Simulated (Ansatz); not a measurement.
MgAl2O4 (spinel, Fd-3m), r²SCAN (plane waves, PAW; program Ansatz). The conduction-band minimum lies at Γ, with 1 equivalent valley. Second derivatives d²E/dk² of the lowest band at one valley (eV·Å²), along Cartesian directions:

```csv
direction,d²E/dk²
[100],19.52
[010],19.52
[001],19.52
[110],19.52
[101],19.52
[011],19.52
```

**Question.** Find the principal effective masses, the density-of-states mass and the conductivity mass.

**Answer.** Off-diagonal terms follow from H_xy = H[110] − (H_xx + H_yy)/2, and m*/mₑ = 7.620 eV·Å² over each eigenvalue: 0.39, 0.39, 0.39. One valley's DOS mass (m₁m₂m₃)^(1/3) = 0.39, conductivity mass 3/(Σ 1/mᵢ) = 0.39 mₑ.

**Question.** What effective density of states Nc follows at 300 K for parabolic valleys?

**Answer.** Nc = 2.509e19 × 1 × (0.39)^(3/2) ≈ 6.1e18 cm⁻³.

**Question.** With the computed static dielectric constant 7.93 (mean of the diagonal), estimate a hydrogenic donor's binding energy and radius.

**Answer.** E = 13.606 eV × 0.39/7.93² ≈ 84 meV; a = 0.529 Å × ε/m* ≈ 11 Å. Semilocal masses tend to be too small where the gap is.

The r²SCAN relaxation kept the symmetry of its start; of distortions, only those at the zone centre were tested.

Potentials: the later of the program's two PAW sets.
